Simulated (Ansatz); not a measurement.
# HfC (zincblende): how the settings move a single-point run

Question: which choices in the input matter for HfC (zincblende)?

Computed with Ansatz 0.2.0 (reference: DFT r2SCAN, scalar-relativistic, plane waves, PAW, unless a step's input says otherwise).

### Step 1. The system as given

It takes space group F-43m (No. 216, cubic). The conventional cell has a = 5.025 Å, b = 5.025 Å, c = 5.025 Å, α = 90.00°, β = 90.00°, γ = 90.00°. Hf (site symmetry -43m) is surrounded by 4 C at 2.18 Å. C (site symmetry -43m) is surrounded by 4 Hf at 2.18 Å.

As a file:

```cif
data_structure
_symmetry_space_group_name_H-M 'P 1'
_symmetry_Int_Tables_number 1
_cell_length_a 3.5534
_cell_length_b 3.5534
_cell_length_c 3.5534
_cell_angle_alpha 60.000
_cell_angle_beta 60.000
_cell_angle_gamma 60.000
_cell_volume 31.73
loop_
_atom_site_label
_atom_site_type_symbol
_atom_site_fract_x
_atom_site_fract_y
_atom_site_fract_z
_atom_site_occupancy
Hf1 Hf 0.00000 0.00000 0.00000 1
C1 C 0.25000 0.25000 0.25000 1
```

### Step 2. Baseline

Contents of input.yaml:

```yaml
crystal:
  lattice:
    - [0.0, 2.512653723, 2.512653723]
    - [2.512653723, 0.0, 2.512653723]
    - [2.512653723, 2.512653723, 0.0]
  atoms:
    - { symbol: Hf, position: [0.0, 0.0, 0.0] }
    - { symbol: C, position: [0.25, 0.25, 0.25] }
basis:
  ecutwfc: 500
  ecutrho_ratio: 4
kpoints:
  mp_grid: { grid: [12, 12, 12] }
hamiltonian:
  xc: r2scan
scf:
  occupations: { method: gaussian, width: 0.05 }
output:
  forces: true
  stress: true
  eigenvalues: true
```

Command:

```sh
> ansatz run input.yaml --threads 2 --pin off --max-ram 2662MiB --backend cpu --events-out ev --progress --plain --runs-dir out
```

Excerpt of the output:

```text
[...]
Basis set: ecut = 500 eV, 821 PW (Γ), exchange–correlation on 108×108×108 points (64 copies of the dense FFT grid, shifted against one another)
[...]
k-points: 72 of 1728 (time reversal used)
[...]
SCF iter   1: F=—  HF=-15985.653378 eV  |F-HF|=—  |Δ(HF+E_count)|=         —  Δρ=1.68e-2  dr2=1.32e-1  dr2_τ=1.89e-1  ethr=1.77e-3  ⟨swp⟩=4.4  Hψ=5441  notcnv=0
preconditioner: auto → none  [insulator: Δε(μ)=0.793 eV  Ē_g=18.415 eV  σ=0.050 eV  W_gap=1.00  n_scr=14 (ndim 8)  ℏωp=34.9 eV  f_vac=0.000  D(μ)=0.00/eV (n_scr^D=0)  ε∞_Penn≈4.6]
SCF iter   2: F=—  HF=-15985.642182 eV  |F-HF|=—  |Δ(HF+E_count)|=   1.12e-2  Δρ=8.98e-3  dr2=2.06e-2  dr2_τ=7.09e-3  ethr=4.40e-4  ⟨swp⟩=2.2  Hψ=3041  notcnv=0
[...]
SCF iter   7: F=—  HF=-15985.639374 eV  |F-HF|=—  |Δ(HF+E_count)|=   1.11e-7  Δρ=1.62e-5  dr2=1.20e-7  dr2_τ=2.28e-9  ethr=8.99e-9  ⟨swp⟩=2.0  Hψ=1650  notcnv=0
SCF iter   8: F=-15985.639374 eV  HF=-15985.639374 eV  |F-HF|=5.75e-10  |Δ(HF+E_count)|=   8.83e-9  Δρ=1.96e-6  dr2=1.75e-9  dr2_τ=8.05e-11  ethr=3.33e-10  ⟨swp⟩=4.8  Hψ=5656  notcnv=0
[...]
SCF converged after 8 iterations
Free energy (F): -15985.639374 eV
[...]
E sigma→0 (E₀):  -15985.639374 eV
Fermi energy:    15.074157 eV
[...]
  P = ⅓ Tr σ = 0.1430 GPa (1.430 kbar)
[...]
```

It took 5.8 s on 2 threads of Arm Neoverse V1, shared host; peak memory 0.44 GiB.

### Step 3. Variant: mp_grid.grid [4, 4, 4], occupations.method methfessel_paxton, occupations.width 0.1

input.yaml: that of step 2 with these lines changed.

```diff
@@ -12,3 +12,3 @@
 kpoints:
-  mp_grid: { grid: [12, 12, 12] }
+  mp_grid: { grid: [4, 4, 4] }
 hamiltonian:
@@ -16,3 +16,3 @@
 scf:
-  occupations: { method: gaussian, width: 0.05 }
+  occupations: { method: methfessel_paxton, width: 0.1 }
 output:
@@ -20,2 +20 @@
   stress: true
-  eigenvalues: true
```

Command:

```sh
> ansatz run input.yaml --threads 2 --pin off --max-ram 2662MiB --backend cpu --events-out ev --progress --plain --runs-dir out
```

Output (excerpt; [...] marks lines left out):

```text
Warning: RAYON_NUM_THREADS=2 ignored (pool sized by the plan → 2); use --threads N
[...]
Pseudopotentials: kind: paw
Pseudopotential: Hf, paw, valence charge 26, recommended cutoff 500 eV (meta_gga), Hf.paw.azcp
Pseudopotential: C, paw, valence charge 4, recommended cutoff 500 eV (meta_gga), C.paw.azcp
Functional definition: r2SCAN
[...]
Crystal: 2 atoms, lattice volume = 31.727 Å³
Basis set: ecut = 500 eV, 821 PW (Γ), exchange–correlation on 108×108×108 points (64 copies of the dense FFT grid, shifted against one another)
Bands: 19, of which v1, the nominal top of the filled ones, is band 15 counted from 1 (14 counted from 0)
Symmetry: 24 space group operations
Space group: F-43m (ITA 216), of the structure as read, at distance tolerance 3.2e-5 Å
k-points: 8 of 64 (time reversal used)
[...]
SCF iter   1: F=—  HF=-15985.665545 eV  |F-HF|=—  |Δ(HF+E_count)|=         —  Δρ=1.68e-2  dr2=1.33e-1  dr2_τ=1.89e-1  ethr=1.77e-3  ⟨swp⟩=4.2  Hψ=602  notcnv=0
[...]
SCF iter   7: F=-15985.650504 eV  HF=-15985.650504 eV  |F-HF|=2.49e-8  |Δ(HF+E_count)|=   6.55e-8  S|Δr|=    0.00e0  Δρ=1.41e-5  dr2=8.61e-8  dr2_τ=1.85e-9  ethr=3.33e-10  ⟨swp⟩=3.6  Hψ=612  notcnv=0
[...]
SCF converged after 7 iterations
Stability not checked: this state was not tested for a lower state beside it, because cold or Methfessel-Paxton smearing, or corrected tetrahedra, fill the levels in a way that the test cannot read (fill_not_monotonic; see scf.lower_state_search)
Free energy (F): -15985.650504 eV
[...]
E sigma→0 (E₀):  -15985.650511 eV
Entropy (-TS):   0.000026 eV (0.013 meV/atom)
Fermi energy:    15.083285 eV
Step filling:    the computed levels leave a gap of 0.5666 eV = 5.7 smearing widths at the electron count; against every level under it full and every level over it empty, smearing changes F+E_penalty+E_count by +1.56e-3 meV and its σ→0 estimate by -5.03e-3 meV
[...]
--- Forces (eV/Å), atoms counted from 1 ---
  atom   1  Hf     0.00000000    -0.00000000    -0.00000000
  atom   2  C     -0.00000000     0.00000000     0.00000000
[...]
--- Stress (GPa, compression-positive) ---
       -0.272535       0.000000      -0.000000
        0.000000      -0.272535       0.000000
        0.000000       0.000000      -0.272535
  P = ⅓ Tr σ = -0.2725 GPa (-2.725 kbar)
```

Run time: 1.3 s. Hardware: 2 threads of Arm Neoverse V1, shared host; peak memory 0.36 GiB.

Changing the k-point mesh and smearing moves the energy by -5.6 meV/atom (σ→0 values), and the pressure goes from 0.1 to -0.3 GPa. More than one kind of setting changed, and this run alone doesn't tell their shares apart. Cost: 7 SCF cycles against 8, 1.3 s against 5.8 s. The variant is not converged in its settings.

### Step 4. Changing settings: n_extra_bands 2

input.yaml: that of step 2 with these lines changed.

```diff
@@ -17,2 +17,3 @@
   occupations: { method: gaussian, width: 0.05 }
+  n_extra_bands: 2
 output:
@@ -20,2 +21,5 @@
   stress: true
-  eigenvalues: true
+  write_density: true
+  write_potential: true
+  elf: true
+  volumetric_format: npy
```

Command:

```sh
> ansatz run input.yaml --threads 2 --pin off --max-ram 2662MiB --backend cpu --events-out ev --progress --plain --runs-dir out
```

Output (excerpt; [...] marks lines left out):

```text
Warning: RAYON_NUM_THREADS=2 ignored (pool sized by the plan → 2); use --threads N
scf.n_extra_bands = 2 over 15 filled bands (N_el = 30.0): the run solves 17 bands
[...]
Pseudopotentials: kind: paw
Pseudopotential: Hf, paw, valence charge 26, recommended cutoff 500 eV (meta_gga), Hf.paw.azcp
Pseudopotential: C, paw, valence charge 4, recommended cutoff 500 eV (meta_gga), C.paw.azcp
Functional definition: r2SCAN
[...]
Crystal: 2 atoms, lattice volume = 31.727 Å³
Basis set: ecut = 500 eV, 821 PW (Γ), exchange–correlation on 108×108×108 points (64 copies of the dense FFT grid, shifted against one another)
Bands: 17, of which v1, the nominal top of the filled ones, is band 15 counted from 1 (14 counted from 0)
Symmetry: 24 space group operations
Space group: F-43m (ITA 216), of the structure as read, at distance tolerance 3.2e-5 Å
k-points: 72 of 1728 (time reversal used)
[...]
SCF iter   1: F=—  HF=-15985.653381 eV  |F-HF|=—  |Δ(HF+E_count)|=         —  Δρ=1.68e-2  dr2=1.32e-1  dr2_τ=1.89e-1  ethr=1.77e-3  ⟨swp⟩=3.2  Hψ=4754  notcnv=0
[...]
SCF iter   8: F=-15985.639374 eV  HF=-15985.639374 eV  |F-HF|=7.04e-10  |Δ(HF+E_count)|=   5.91e-9  Δρ=1.97e-6  dr2=1.86e-9  dr2_τ=7.04e-11  ethr=3.33e-10  ⟨swp⟩=7.8  Hψ=8339  notcnv=0
[...]
SCF converged after 8 iterations
Free energy (F): -15985.639374 eV
[...]
E sigma→0 (E₀):  -15985.639374 eV
Fermi energy:    15.074157 eV
[...]
--- Forces (eV/Å), atoms counted from 1 ---
  atom   1  Hf     0.00000000    -0.00000000     0.00000000
  atom   2  C     -0.00000000     0.00000000     0.00000000
[...]
--- Stress (GPa, compression-positive) ---
        0.143010      -0.000000      -0.000000
        0.000000       0.143010       0.000000
       -0.000000       0.000000       0.143010
  P = ⅓ Tr σ = 0.1430 GPa (1.430 kbar)
--- Band table (eV; the first three rows and the last of 72) ---
  k-point 0: bands = ["-47.8702", "-15.8037", "-15.8037", "-15.8037", "3.0644", "3.6997", "3.6997", "3.6997", "3.7471", "3.7471", "3.7471", "4.1743", "12.4252", "12.4252", "12.4252", "18.6261", "18.7763"]
[...]
```

Run time: 6.7 s. Hardware: 2 threads of Arm Neoverse V1, shared host; peak memory 0.43 GiB.

Energy and cycle count are those of the reference, so the change (band count) left the result and the number of cycles as they were.

### Step 5. Changing settings: ecutwfc 300 eV, xc pbe

input.yaml: that of step 2 with these lines changed.

```diff
@@ -9,3 +9,3 @@
 basis:
-  ecutwfc: 500
+  ecutwfc: "300 eV"
   ecutrho_ratio: 4
@@ -14,3 +14,3 @@
 hamiltonian:
-  xc: r2scan
+  xc: pbe
 scf:
@@ -20,2 +20 @@
   stress: true
-  eigenvalues: true
```

Command:

```sh
> ansatz run input.yaml --threads 2 --pin off --max-ram 2662MiB --backend cpu --events-out ev --progress --plain --runs-dir out
```

Output (excerpt; [...] marks lines left out):

```text
Warning: basis.ecutwfc = 300 eV is below the records' recommended 420 eV, and the density's cutoff is lower with it unless basis.ecutrho_ratio is high enough to keep the records' density cutoff: compare with a run at a higher cutoff
Warning: basis.ecutrho_ratio = 4 (ecutrho = 1200 eV) is below the records' recommended 1680 eV
Warning: RAYON_NUM_THREADS=2 ignored (pool sized by the plan → 2); use --threads N
[...]
Pseudopotentials: kind: paw
Pseudopotential: Hf, paw, valence charge 26, recommended cutoff 420 eV (normal), Hf.paw.azcp
Pseudopotential: C, paw, valence charge 4, recommended cutoff 420 eV (normal), C.paw.azcp
Functional definition: PBE
[...]
Crystal: 2 atoms, lattice volume = 31.727 Å³
Basis set: ecut = 300 eV, 339 PW (Γ), exchange–correlation on 48×48×48 points (8 copies of the dense FFT grid, shifted against one another)
Bands: 19, of which v1, the nominal top of the filled ones, is band 15 counted from 1 (14 counted from 0)
Symmetry: 24 space group operations
Space group: F-43m (ITA 216), of the structure as read, at distance tolerance 3.2e-5 Å
k-points: 72 of 1728 (time reversal used)
[...]
SCF iter   1: F=—  HF=-15972.669496 eV  |F-HF|=—  |Δ(HF+E_count)|=         —  Δρ=1.14e-2  dr2=6.19e-2  ethr=1.77e-3  ⟨swp⟩=3.5  Hψ=5237  notcnv=0
[...]
SCF iter   6: F=-15972.646524 eV  HF=-15972.646524 eV  |F-HF|=2.65e-9  |Δ(HF+E_count)|=   2.92e-7  Δρ=3.49e-6  dr2=1.41e-9  ethr=3.33e-10  ⟨swp⟩=4.0  Hψ=4213  notcnv=0
[...]
SCF converged after 6 iterations
Free energy (F): -15972.646524 eV
[...]
E sigma→0 (E₀):  -15972.646524 eV
Entropy (-TS):   -0.000000 eV (-0.000 meV/atom)
Fermi energy:    15.081968 eV
[...]
--- Forces (eV/Å), atoms counted from 1 ---
  atom   1  Hf     0.00000000    -0.00000000     0.00000000
  atom   2  C     -0.00000000     0.00000000    -0.00000000
[...]
--- Stress (GPa, compression-positive) ---
        2.086003       0.000000      -0.000000
       -0.000000       2.086003       0.000000
       -0.000000       0.000000       2.086003
  P = ⅓ Tr σ = 2.0860 GPa (20.860 kbar)
```

Run time: 1.5 s. Hardware: 2 threads of Arm Neoverse V1, shared host; peak memory 0.3 GiB.

Total energies don't compare across a change of functional; the pressure goes from 0.1 to 2.1 GPa and the gap on the mesh goes from 0.57 to 0.27 eV. The cutoff changed too. The cutoff is under what these potentials recommend, as the log warns, so basis error is mixed in. Cost: 6 SCF cycles against 8, 1.5 s against 5.8 s.

### Step 6. Variant: ecutwfc 700 eV

input.yaml: that of step 2 with these lines changed.

```diff
@@ -9,3 +9,3 @@
 basis:
-  ecutwfc: 500
+  ecutwfc: "700 eV"
   ecutrho_ratio: 4
@@ -20,2 +20 @@
   stress: true
-  eigenvalues: true
```

Command:

```sh
> ansatz run input.yaml --threads 2 --pin off --max-ram 2662MiB --backend cpu --events-out ev --progress --plain --runs-dir out
```

Output (excerpt; [...] marks lines left out):

```text
Warning: RAYON_NUM_THREADS=2 ignored (pool sized by the plan → 2); use --threads N
[...]
Pseudopotentials: kind: paw
Pseudopotential: Hf, paw, valence charge 26, recommended cutoff 500 eV (meta_gga), Hf.paw.azcp
Pseudopotential: C, paw, valence charge 4, recommended cutoff 500 eV (meta_gga), C.paw.azcp
Functional definition: r2SCAN
[...]
Crystal: 2 atoms, lattice volume = 31.727 Å³
Basis set: ecut = 700 eV, 1363 PW (Γ), exchange–correlation on 128×128×128 points (64 copies of the dense FFT grid, shifted against one another)
Bands: 19, of which v1, the nominal top of the filled ones, is band 15 counted from 1 (14 counted from 0)
Symmetry: 24 space group operations
Space group: F-43m (ITA 216), of the structure as read, at distance tolerance 3.2e-5 Å
k-points: 72 of 1728 (time reversal used)
[...]
SCF iter   1: F=—  HF=-15985.655830 eV  |F-HF|=—  |Δ(HF+E_count)|=         —  Δρ=1.68e-2  dr2=1.32e-1  dr2_τ=1.88e-1  ethr=1.77e-3  ⟨swp⟩=3.8  Hψ=5362  notcnv=0
[...]
SCF iter   8: F=-15985.642144 eV  HF=-15985.642144 eV  |F-HF|=5.06e-10  |Δ(HF+E_count)|=   1.12e-8  Δρ=1.96e-6  dr2=1.79e-9  dr2_τ=8.16e-11  ethr=3.33e-10  ⟨swp⟩=4.0  Hψ=4218  notcnv=0
[...]
SCF converged after 8 iterations
Free energy (F): -15985.642144 eV
[...]
E sigma→0 (E₀):  -15985.642144 eV
Fermi energy:    15.074166 eV
[...]
--- Forces (eV/Å), atoms counted from 1 ---
  atom   1  Hf     0.00000000     0.00000000    -0.00000000
  atom   2  C     -0.00000000     0.00000000    -0.00000000
[...]
--- Stress (GPa, compression-positive) ---
        0.131639      -0.000000      -0.000000
       -0.000000       0.131639       0.000000
       -0.000000       0.000000       0.131639
  P = ⅓ Tr σ = 0.1316 GPa (1.316 kbar)
```

Run time: 9 s. Hardware: 2 threads of Arm Neoverse V1, shared host; peak memory 0.53 GiB.

Changing the cutoff moves the energy by -1.4 meV/atom. More plane waves (700 against 500 eV) lower the energy, so the reference carries about that much basis error. Cost: 9 s against 5.8 s.

### Step 7. Variant: hubbard.sites [{species: Hf, l: d, u_eff: 2.0}], hubbard.double_counting fll, scf.algorithm direct_min

input.yaml: that of step 2 with these lines changed.

```diff
@@ -15,4 +15,6 @@
   xc: r2scan
+  hubbard: { sites: [{ species: Hf, l: d, u_eff: 2.0 }], double_counting: fll }
 scf:
   occupations: { method: gaussian, width: 0.05 }
+  algorithm: direct_min
 output:
@@ -20,2 +22 @@
   stress: true
-  eigenvalues: true
```

Command:

```sh
> ansatz run input.yaml --threads 2 --pin off --max-ram 2662MiB --backend cpu --events-out ev --progress --plain --runs-dir out
```

Output (excerpt; [...] marks lines left out):

```text
Warning: RAYON_NUM_THREADS=2 ignored (pool sized by the plan → 2); use --threads N
Hf: projections on atomic orbitals take those of the free atom [Kr 4d10] 4f14 5s2 5p6 5d2 6s2, of charge +0.00 (hamiltonian.pseudopotentials.projection_atoms); the dataset's partial waves leave at most 4.9e-5 of an orbital's norm unspanned inside its sphere
C: projections on atomic orbitals take those of the free atom [He] 2s2 2p2, of charge +0.00 (hamiltonian.pseudopotentials.projection_atoms); the dataset's partial waves leave at most 3.7e-9 of an orbital's norm unspanned inside its sphere
[...]
Pseudopotentials: kind: paw
Pseudopotential: Hf, paw, valence charge 26, recommended cutoff 500 eV (meta_gga), Hf.paw.azcp
Pseudopotential: C, paw, valence charge 4, recommended cutoff 500 eV (meta_gga), C.paw.azcp
Functional definition: r2SCAN
[...]
SCF converged after 8 iterations
Stability not checked: this state was not tested for a lower state beside it, because a direct minimisation reached the state, and no test of it is asked (direct_minimisation; see scf.lower_state_search)
Free energy (F): -15983.770450 eV
[...]
E sigma→0 (E₀):  -15983.770450 eV
Fermi energy:    15.304862 eV
[...]
--- Forces (eV/Å), atoms counted from 1 ---
  atom   1  Hf     0.00000000    -0.00000000    -0.00000000
  atom   2  C     -0.00000000     0.00000000    -0.00000000
[...]
--- Stress (GPa, compression-positive) ---
        2.947103       0.000000      -0.000000
        0.000000       2.947103       0.000000
       -0.000000       0.000000       2.947103
  P = ⅓ Tr σ = 2.9471 GPa (29.471 kbar)
--- Band table (eV; the first three rows and the last of 72) ---
  k-point 0: bands = ["-48.0024", "-15.9183", "-15.9183", "-15.9183", "3.0737", "3.5735", "3.5735", "3.5735", "3.6206", "3.6206", "3.6206", "4.1557", "12.7007", "12.7007", "12.7007", "18.6817", "19.3713", "19.3713", "24.7599"]
[...]
Occupation matrices written to <dir>
```

Wall time 18 s (2 threads of Arm Neoverse V1, shared host); peak memory 0.52 GiB.

Changing the Hubbard U and solver moves the energy by +934.5 meV/atom, and the pressure goes from 0.1 to 2.9 GPa and the gap on the mesh goes from 0.57 to 0.76 eV. The U term adds an energy of its own, so the shift says nothing about which run is better. U shifts the shell's levels, filled ones down and empty ones up, which widens the gap here. Cost: 18 s against 5.8 s.

### Step 8. Side by side

```
                                                                                                      run     ending                                          energy change  pressure (GPa)  gap (eV)  force (eV/Å)  cycles   time
                                                                                                reference  converged                                                      0             0.1      0.57          0.00       8  5.8 s
                   1: mp_grid.grid [4, 4, 4], occupations.method methfessel_paxton, occupations.width 0.1  converged                                    -5.6 meV/atom (σ→0)            -0.3      0.57          0.00       7  1.3 s
                                                                                       2: n_extra_bands 2  converged                                           0.0 meV/atom             0.1      0.57          0.00       8  6.7 s
                                                                                3: ecutwfc 300 eV, xc pbe  converged                                         not comparable             2.1      0.27          0.00       6  1.5 s
                                                                                        4: ecutwfc 700 eV  converged                                          -1.4 meV/atom             0.1      0.57          0.00       8    9 s
5: hubbard.sites [{species: Hf, l: d, u_eff: 2.0}], hubbard.double_counting fll, scf.algorithm direct_min  converged  +934.5 meV/atom (U changed: no physical gain or loss)             2.9      0.76          0.00       8   18 s
```

Times don't compare one to one where runs were asked for different outputs or read a saved state (see the inputs); cycles may leave out searches for a lower state.

Residual by cycle in the longest SCF loop of each run; runs are numbered as in the table. The quantity is the density residual dr2, in eV.

```
cycle  reference    run 1    run 2    run 3   run 4    run 5
    1      0.132    0.133    0.132   0.0619   0.132     7.14
    2     0.0206   0.0186   0.0208  0.00449  0.0207    0.679
    3    0.00249  0.00247  0.00252   2.1e-4  0.0025    0.146
    4     7.0e-4   7.6e-4   6.9e-4   1.0e-5  7.1e-4  0.00142
    5     1.6e-5   1.4e-5   1.6e-5   2.4e-7  1.5e-5   3.1e-6
    6     2.7e-6   2.5e-6   2.7e-6   1.4e-9  2.6e-6   1.4e-7
    7     1.2e-7   8.6e-8   1.2e-7        -  1.2e-7   2.4e-8
    8     1.7e-9        -   1.9e-9        -  1.8e-9   7.6e-9
```

Run 3 ran under the cutoff that the potentials recommend, as the log warns, so basis error is mixed into its values. A changed U is a change of model: its shifts are not errors of convergence. The gap of the reference lacks spin-orbit coupling, though the cell holds Hf.
